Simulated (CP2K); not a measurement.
# MgS (Niningerite) in CP2K: the effect of functional

Crystal: MgS (Niningerite).

```
S Mg
1.0
     3.67929    0.00000    0.00000
     1.83964    3.18636    0.00000
     1.83964    1.06212    3.00413
S Mg
1 1
Direct
  0.50000 0.50000 0.50000
  0.00000 0.00000 0.00000
```

Alike in all runs:

- Program: CP2K 2026.2
- Task: single point
- Potentials or basis: POTENTIAL_UZH S GTH-PBE-q6, Mg GTH-PBE-q10; TZVP-MOLOPT-PBE-GTH basis
- Density cutoff: 19048 eV
- k mesh: 9 × 9 × 9
- Occupations: fermi-dirac, width 0.05 eV
- Spin: no spin polarisation

```tsv
functional	gap on the mesh (eV)	pressure (GPa)
LDA	2.52	-0.7
PBEsol	2.73	1.1
revPBE	?	?
PW91	2.87	2.7
rev-vdW-DF2	2.81	1.7
SCAN	3.50	0.8
```

**Question.** What does the run with functional revPBE give?

**Answer.** gap on the mesh 3.01 eV; pressure 4.2 GPa.

Caveats: the potentials were made for another functional, which shifts forces and pressure; an odd mesh through Γ misses points on the zone boundary, where band edges often lie; the basis of atomic orbitals isn't converged, which shifts pressures, moduli and gaps.

Runs at the PBE level aren't shown here.
